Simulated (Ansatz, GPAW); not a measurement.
# Cutoff, mesh and smearing for 1T-MgBrI under honeycomb AlAs, AA', part 2 of 3

How do cutoff, mesh, smearing and the dipole layer change the work function of 1T-MgBrI under honeycomb AlAs, AA'? Where a layer proves gapped, the work function hangs on where the smearing puts the Fermi level, and the band edges take its place.

GPAW 26.7.0 and Ansatz 0.2.0; Ansatz plane waves; layer without images along its normal, relaxation of atoms and in-plane cell, with D3(BJ) dispersion (the session's first sound run).

So far. Step 2 (Relaxation): The relaxation lowered the energy of the cell by 0.615 eV.

### Step 3. Plane waves, PBE

With the geometry fixed, the planar mean of the potential gives the vacuum level on each side.

This step: GPAW, PAW setups; slab in vacuum (GPAW 26.7.0).

The cell differs from the one that the last finished run ended in (c 36.019 → 24.935 Å).

The input, run.py:

```python
import json
import numpy as np
from ase import Atoms
from gpaw import GPAW, PW

slab = Atoms(
    ['I', 'Mg', 'Br', 'As', 'Al'],
    positions=[
        [2.00898, 1.15988, 9.00000],
        [-0.00000, -0.00000, 10.72696],
        [-0.00000, 2.31977, 12.16097],
        [2.00898, 1.15988, 15.45130],
        [-0.00000, -0.00000, 15.93488]],
    cell=[[4.01795, -0.0, -0.0], [-2.00898, 3.47965, -0.0], [-0.0, -0.0, 24.9349]],
    pbc=[True, True, False])

slab.calc = GPAW(mode=PW(400), xc='PBE', kpts={'size': (9, 9, 1), 'gamma': True},
                 occupations={'name': 'fermi-dirac', 'width': 0.05}, nbands='140%',
                 convergence={'density': 1e-05}, maxiter=200,
                 poissonsolver={'dipolelayer': 'xy'},
                 symmetry={'tolerance': 1e-3}, txt='slab.txt')
result = {}
energy = slab.get_potential_energy()
fermi = slab.calc.get_fermi_level()
v = slab.calc.get_electrostatic_potential().mean((0, 1)) - fermi
n = slab.calc.get_pseudo_density().mean((0, 1))
L = slab.cell[2, 2]
z = np.arange(len(v)) * L / len(v)
low, high = slab.positions[:, 2].min(), slab.positions[:, 2].max()
below, above = np.interp([low - 6.8, high + 6.8], z, v)
slopes = [np.interp(x, z, np.gradient(v, z)) for x in (low - 6.8, high + 6.8)]
eps = np.array([[slab.calc.get_eigenvalues(k, s) for k in range(len(slab.calc.get_ibz_k_points()))]
                for s in range(slab.calc.get_number_of_spins())]) - fermi
top, bottom = eps[eps < 0].max(), eps[eps > 0].min()
dipole = slab.get_dipole_moment()[2]
print(f'energy {energy:.4f} eV, Fermi level {fermi:.4f} eV, dipole {dipole:.5f} e A')
print(f'potential 6.8 A off the faces, from the Fermi level: lower {below:.4f} eV, upper {above:.4f} eV')
print(f'slope of the potential there: lower {slopes[0]:.5f}, upper {slopes[1]:.5f} eV/A')
print(f'nearest levels on the mesh: {top:.4f} and {bottom:.4f} eV')
print('magnetic moment', round(slab.get_magnetic_moment(), 3))
result.update(energy=energy, fermi=fermi, dipole=dipole, below=below, above=above, slopes=slopes, edges=[top, bottom],
              z=z.tolist(), v=v.tolist(), n=n.tolist(), positions=slab.positions.tolist(),
              forces=slab.get_forces(apply_constraint=False).tolist(), moments=slab.get_magnetic_moments().tolist())
json.dump(result, open('result.json', 'w'))
```

Launch:

```console
> OMP_NUM_THREADS=1 OPENBLAS_NUM_THREADS=1 python run.py
```

The log of the run:

```text
energy -16.7935 eV, Fermi level -0.8340 eV, dipole 0.05588 e A
potential 6.8 A off the faces, from the Fermi level: lower 4.5531 eV, upper 3.8301 eV
slope of the potential there: lower 0.00001, upper 0.00006 eV/A
nearest levels on the mesh: -0.9618 and 0.9735 eV
magnetic moment 0.0
```

Run time: 25 s. Hardware: 1 thread of Intel Xeon 6975P-C (Granite Rapids), shared host; peak memory 0.27 GiB.

This step gave:

* dipole along the normal: 0.05588 e·Å
* levels nearest the Fermi level on the mesh: -0.9618, 0.9735 eV from the Fermi level
* upper work function: 3.830 eV
* lower work function: 4.553 eV
* upper ionisation energy: 4.792 eV

The electrostatic potential energy of an electron (without an applied field's), less the Fermi level, planar mean oscillates, so the rows of the table below give means over windows of 1 Å about each position, cut where the curve ends. Its maxima inside the range that stand out by 2 % of the span (Å: eV): 10.0: -2.31, 11.3: -3.38, 13.7: 4.00. Its minima: 9.0: -16.2, 10.7: -5.91, 12.2: -11.6, 15.6: -16.6.

The electrostatic potential energy of an electron (without an applied field's), less the Fermi level, planar mean by z; means over each step:

```tsv
z (Å)	electrostatic potential energy of an electron (without an applied field's), less the Fermi level, planar mean (eV)
0	4.42
1	4.55
2	4.55
3	4.55
4	4.55
5	4.55
6	4.54
7	4.34
8	0.685
9	-12.5
10	-3.71
11	-4.69
12	-8.58
13	0.596
14	3.42
15	-6.64
16	-11.2
17	1.21
18	3.60
19	3.81
20	3.83
21	3.83
22	3.83
23	3.83
24	3.83
```

The pseudo valence density, planar mean oscillates, so the rows of the table below give means over windows of 1.14 Å about each position, cut where the curve ends. Its maxima inside the range that stand out by 2 % of the span (Å: e/Å³): 8.5: 0.277, 9.6: 0.305, 10.8: 0.972, 11.8: 0.318, 15.0: 0.251, 15.8: 0.273. Its minima: 8.9: 0.142, 10.0: 0.199, 11.4: 0.252, 13.7: 0.0321, 15.4: 0.204.

The pseudo valence density, planar mean by z; means over each step:

```tsv
z (Å)	pseudo valence density, planar mean (e/Å³)
5.13	4.4e-5
6.27	0.00132
7.41	0.0389
8.55	0.201
9.69	0.250
10.83	0.587
11.97	0.291
13.11	0.135
14.25	0.0878
15.39	0.239
16.53	0.157
17.67	0.0189
18.81	0.00117
19.95	6.2e-5
```

Force by atom:

```tsv
atom	x (eV/Å)	y (eV/Å)	z (eV/Å)	size
I1	0.0000	0.0000	-0.0932	0.0932
Mg2	0.0000	0.0000	-0.0311	0.0311
Br3	0.0000	0.0000	-0.0134	0.0134
As4	0.0000	0.0000	0.0506	0.0506
Al5	0.0000	0.0000	0.0871	0.0871
```

The layer is gapped, so the Fermi level lies somewhere inside the gap, set by smearing and numerics, and these work functions are no property of the material; the band edges below the vacuum level are. The potential is flat to 5.9e-5 eV/Å where it is read, so the vacuum is wide enough. The geometry is the other program's minimum (found with a dispersion term); here the largest force on a free atom is 0.093 eV/Å.

### Step 4. Cutoff 200

The cutoff limits how sharply the smooth valence waves can vary, which tells mostly near the atoms.

run.py: that of step 3 with these lines changed.

```diff
@@ -16,3 +16,3 @@
 
-slab.calc = GPAW(mode=PW(400), xc='PBE', kpts={'size': (9, 9, 1), 'gamma': True},
+slab.calc = GPAW(mode=PW(200), xc='PBE', kpts={'size': (9, 9, 1), 'gamma': True},
                  occupations={'name': 'fermi-dirac', 'width': 0.05}, nbands='140%',
```

The log of the run:

```text
energy -16.3665 eV, Fermi level -0.8172 eV, dipole 0.05598 e A
potential 6.8 A off the faces, from the Fermi level: lower 4.5355 eV, upper 3.8139 eV
slope of the potential there: lower 0.00006, upper 0.00027 eV/A
nearest levels on the mesh: -0.9780 and 0.9579 eV
magnetic moment 0.0
```

Wall time 11 s (1 thread); peak memory 0.17 GiB.

The run finished. A setting was moved off its sound value on purpose, so it serves as a test and not as the result.

The fault put into the input: a cutoff under that of the base run: the energy of the cell lies 0.43 eV from the base value, and the gap on the mesh is 1.94 eV against 1.94 (ecut = 200).

The two runs compared:

```tsv
quantity	this run	sound run	difference
dipole along the normal (e·Å)	0.055977	0.055885	9.2e-5
upper work function (eV)	3.8139	3.8301	-0.0162
lower work function (eV)	4.5355	4.5531	-0.0176
upper ionisation energy (eV)	4.7919	4.7918	6.5e-5
```

### Step 5. Cutoff 300

The cutoff limits how sharply the smooth valence waves can vary, which tells mostly near the atoms.

run.py: that of step 4 with these lines changed.

```diff
@@ -16,3 +16,3 @@
 
-slab.calc = GPAW(mode=PW(200), xc='PBE', kpts={'size': (9, 9, 1), 'gamma': True},
+slab.calc = GPAW(mode=PW(300), xc='PBE', kpts={'size': (9, 9, 1), 'gamma': True},
                  occupations={'name': 'fermi-dirac', 'width': 0.05}, nbands='140%',
```

The log of the run:

```text
energy -16.6092 eV, Fermi level -0.8209 eV, dipole 0.05584 e A
potential 6.8 A off the faces, from the Fermi level: lower 4.5400 eV, upper 3.8170 eV
slope of the potential there: lower -0.00010, upper -0.00000 eV/A
nearest levels on the mesh: -0.9748 and 0.9605 eV
magnetic moment 0.0
```

Elapsed: 21 s, on 1 thread; peak memory 0.22 GiB.

The run finished. A setting was moved off its sound value on purpose, so it serves as a test and not as the result.

The fault put into the input: a cutoff under that of the base run: the energy of the cell lies 0.18 eV from the base value, and the gap on the mesh is 1.94 eV against 1.94 (ecut = 300).

Side by side:

```tsv
quantity	this run	sound run	difference
dipole along the normal (e·Å)	0.055845	0.055885	-4.0e-5
upper work function (eV)	3.8170	3.8301	-0.0131
lower work function (eV)	4.5400	4.5531	-0.0131
upper ionisation energy (eV)	4.7918	4.7918	-3.4e-5
```

### Step 6. Cutoff 700: ecut = 700

The cutoff limits how sharply the smooth valence waves can vary, which tells mostly near the atoms.

run.py: that of step 5 with these lines changed.

```diff
@@ -16,3 +16,3 @@
 
-slab.calc = GPAW(mode=PW(300), xc='PBE', kpts={'size': (9, 9, 1), 'gamma': True},
+slab.calc = GPAW(mode=PW(700), xc='PBE', kpts={'size': (9, 9, 1), 'gamma': True},
                  occupations={'name': 'fermi-dirac', 'width': 0.05}, nbands='140%',
```

The log of the run:

```text
energy -16.8527 eV, Fermi level -0.8382 eV, dipole 0.05586 e A
potential 6.8 A off the faces, from the Fermi level: lower 4.5570 eV, upper 3.8344 eV
slope of the potential there: lower -0.00009, upper -0.00006 eV/A
nearest levels on the mesh: -0.9578 and 0.9772 eV
magnetic moment 0.0
```

Wall time 60 s (1 thread); peak memory 0.45 GiB.

Numbers from this step:

| Item | Value |
| --- | --- |
| dipole along the normal | 0.05586 e·Å |
| levels nearest the Fermi level on the mesh | -0.9578, 0.9772 eV from the Fermi level |
| upper work function | 3.834 eV |
| lower work function | 4.557 eV |

The electrostatic potential energy of an electron (without an applied field's), less the Fermi level, planar mean oscillates, so the rows of the table below give means over windows of 1 Å about each position, cut where the curve ends. Its maxima inside the range that stand out by 2 % of the span (Å: eV): 10.1: -2.29, 11.3: -3.39, 13.7: 4.00. Its minima: 9.0: -16.2, 10.8: -5.93, 12.2: -11.6, 15.6: -16.6.

Electrostatic potential energy of an electron (without an applied field's), less the Fermi level, planar mean against z; means over each step:

```tsv
z (Å)	electrostatic potential energy of an electron (without an applied field's), less the Fermi level, planar mean (eV)
0	4.42
1	4.56
2	4.56
3	4.56
4	4.56
5	4.56
6	4.55
7	4.35
8	0.705
9	-12.5
10	-3.67
11	-4.67
12	-8.60
13	0.611
14	3.43
15	-6.65
16	-11.1
17	1.22
18	3.61
19	3.82
20	3.83
21	3.83
22	3.83
23	3.83
24	3.83
```

The pseudo valence density, planar mean oscillates, so the rows of the table below give means over windows of 1 Å about each position, cut where the curve ends. Its maxima inside the range that stand out by 2 % of the span (Å: e/Å³): 8.6: 0.273, 9.5: 0.308, 10.8: 1.01, 11.8: 0.318, 15.1: 0.257, 15.9: 0.277. Its minima: 9.0: 0.141, 10.1: 0.195, 11.4: 0.245, 13.7: 0.0321, 15.4: 0.201.

Table of pseudo valence density, planar mean by z; means over each step:

```tsv
z (Å)	pseudo valence density, planar mean (e/Å³)
5	2.6e-5
6	5.3e-4
7	0.0106
8	0.140
9	0.218
10	0.299
11	0.588
12	0.295
13	0.158
14	0.0529
15	0.210
16	0.235
17	0.0732
18	0.00802
19	6.6e-4
20	4.9e-5
```

Force by atom:

```tsv
atom	x (eV/Å)	y (eV/Å)	z (eV/Å)	size
I1	0.0000	0.0000	-0.0923	0.0923
Mg2	0.0000	0.0000	-0.0310	0.0310
Br3	0.0000	0.0000	-0.0141	0.0141
As4	0.0000	0.0000	0.0504	0.0504
Al5	0.0000	0.0000	0.0871	0.0871
```

The highest filled level lies 0.958 eV under the Fermi level, so the ionisation energy from the upper face is 3.834 + 0.958 = 4.792 eV, against 4.792 eV in the base run.

### Step 7. K mesh 3×3

The mesh in the plane samples the bands: a metal's Fermi level needs it dense, and band edges must lie on it.

run.py: that of step 6 with these lines changed.

```diff
@@ -16,3 +16,3 @@
 
-slab.calc = GPAW(mode=PW(700), xc='PBE', kpts={'size': (9, 9, 1), 'gamma': True},
+slab.calc = GPAW(mode=PW(400), xc='PBE', kpts={'size': (3, 3, 1), 'gamma': True},
                  occupations={'name': 'fermi-dirac', 'width': 0.05}, nbands='140%',
```

The log of the run:

```text
energy -16.4466 eV, Fermi level -0.7593 eV, dipole 0.05127 e A
potential 6.8 A off the faces, from the Fermi level: lower 4.4520 eV, upper 3.7887 eV
slope of the potential there: lower 0.00001, upper 0.00006 eV/A
nearest levels on the mesh: -0.9701 and 0.9453 eV
magnetic moment 0.0
```

Elapsed: 10 s, on 1 thread; peak memory 0.22 GiB.

The run finished with changed settings (kpts = [3, 3]); it serves as a test.

Side by side:

```tsv
quantity	this run	sound run	difference
dipole along the normal (e·Å)	0.051267	0.055885	-0.00462
upper work function (eV)	3.7887	3.8301	-0.0413
lower work function (eV)	4.4520	4.5531	-0.101
upper ionisation energy (eV)	4.7588	4.7918	-0.0330
```

The two runs differ clearly in the dipole along the normal: 0.0513 e·Å against 0.0559 e·Å.

### Step 8. K mesh 5×5

The mesh in the plane samples the bands: a metal's Fermi level needs it dense, and band edges must lie on it.

run.py: that of step 7 with these lines changed.

```diff
@@ -16,3 +16,3 @@
 
-slab.calc = GPAW(mode=PW(400), xc='PBE', kpts={'size': (3, 3, 1), 'gamma': True},
+slab.calc = GPAW(mode=PW(400), xc='PBE', kpts={'size': (5, 5, 1), 'gamma': True},
                  occupations={'name': 'fermi-dirac', 'width': 0.05}, nbands='140%',
```

The log of the run:

```text
energy -16.7685 eV, Fermi level -0.8401 eV, dipole 0.05526 e A
potential 6.8 A off the faces, from the Fermi level: lower 4.5553 eV, upper 3.8404 eV
slope of the potential there: lower 0.00001, upper 0.00006 eV/A
nearest levels on the mesh: -1.0958 and 0.9871 eV
magnetic moment 0.0
```

Wall time 16 s (1 thread); peak memory 0.24 GiB.

The run finished with changed settings (kpts = [5, 5]); it serves as a test.

The two runs compared:

```tsv
quantity	this run	sound run	difference
dipole along the normal (e·Å)	0.055259	0.055885	-6.3e-4
upper work function (eV)	3.8404	3.8301	0.0104
lower work function (eV)	4.5553	4.5531	0.00226
upper ionisation energy (eV)	4.9363	4.7918	0.144
```

One result that differs is the upper ionisation energy, 4.94 eV against 4.79 eV.

### Step 9. K mesh 14×14: kpts = [14, 14]

The mesh in the plane samples the bands: a metal's Fermi level needs it dense, and band edges must lie on it.

run.py: that of step 8 with these lines changed.

```diff
@@ -16,3 +16,3 @@
 
-slab.calc = GPAW(mode=PW(400), xc='PBE', kpts={'size': (5, 5, 1), 'gamma': True},
+slab.calc = GPAW(mode=PW(400), xc='PBE', kpts={'size': (14, 14, 1), 'gamma': True},
                  occupations={'name': 'fermi-dirac', 'width': 0.05}, nbands='140%',
```

The log of the run:

```text
energy -16.7939 eV, Fermi level -0.8200 eV, dipole 0.05592 e A
potential 6.8 A off the faces, from the Fermi level: lower 4.5393 eV, upper 3.8157 eV
slope of the potential there: lower 0.00001, upper 0.00006 eV/A
nearest levels on the mesh: -1.0021 and 0.9591 eV
magnetic moment 0.0
```

It took 40 s on 1 thread; peak memory 0.32 GiB.

Numbers from this step:

```
dipole along the normal                    : 0.05592 e·Å
levels nearest the Fermi level on the mesh : -1.002, 0.9591 eV from the Fermi level
upper work function                        : 3.816 eV
lower work function                        : 4.539 eV
upper ionisation energy                    : 4.818 eV
```

Electrostatic potential energy of an electron (without an applied field's), less the Fermi level, planar mean against z:

```tsv
z (Å)	electrostatic potential energy of an electron (without an applied field's), less the Fermi level, planar mean (eV)
0.0	4.18
0.5	4.54
1.0	4.54
1.5	4.54
2.0	4.54
2.5	4.54
3.0	4.54
3.5	4.54
4.0	4.54
4.5	4.54
5.0	4.54
5.5	4.54
6.0	4.53
6.5	4.51
7.0	4.39
7.5	3.88
8.0	1.68
8.5	-6.38
9.0	-16.1
9.5	-7.67
10.0	-2.33
10.5	-4.95
11.0	-4.86
11.5	-4.00
12.0	-10.7
12.5	-6.53
13.0	1.66
13.5	3.84
14.0	3.74
14.5	1.57
15.0	-5.99
15.5	-16.2
16.0	-12.0
16.5	-2.84
17.0	1.70
17.5	3.19
18.0	3.64
18.5	3.77
19.0	3.80
19.5	3.81
20.0	3.81
20.5	3.82
21.0	3.82
21.5	3.82
22.0	3.82
22.5	3.82
23.0	3.82
23.5	3.82
24.0	3.82
24.5	3.82
```

The highest filled level lies 1.00 eV under the Fermi level, so the ionisation energy from the upper face is 3.816 + 1.00 = 4.818 eV, against 4.792 eV in the base run.

[end of part 2 of 3]

[Logs are printed without paths, hosts, clocks, repeated set-up lines and the standing remarks that a program may print on its own settings, such as how far it seeks lower states.]

[Hosts, paths, dates, database ids (printed as entryN), source tags and the programs' standing remarks are cut or masked in the printed files.]
